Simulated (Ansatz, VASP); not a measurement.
**One calculation of Be, two programs**

```xyz
1
Lattice="-1.2496 1.2496 1.2496 1.2496 -1.2496 1.2496 1.2496 1.2496 -1.2496" Properties=species:S:1:pos:R:3 pbc="T T T"
Be    0.0000    0.0000    0.0000
```

Alike in both runs: task relaxation of cell and atoms; functional PBE; k mesh 30 × 30 × 30; occupations gaussian, width 0.1 eV; no spin polarisation.

|  | VASP | Ansatz |
| --- | --- | --- |
| version | VASP 6.6.1 | Ansatz 0.2.0 |
| potentials or method | VASP PAW PBE potentials, release 64 (Be) | scalar-relativistic, plane waves, PAW |
| plane-wave cutoff (eV) | 600 | 420 |
| valence electrons in the cell | 2 | 2 |

```tsv
	VASP	Ansatz	Ansatz less VASP
gap on the k mesh at the Fermi level, each at its own relaxed structure (eV)	none	none	-
relaxed volume (Å³/atom)	7.82	7.81	-0.008
relaxed cell length with the largest relative difference (Å)	2.166	2.165	-0.0007
```

A gap of «none» marks a metal or a gap that the smearing closes.
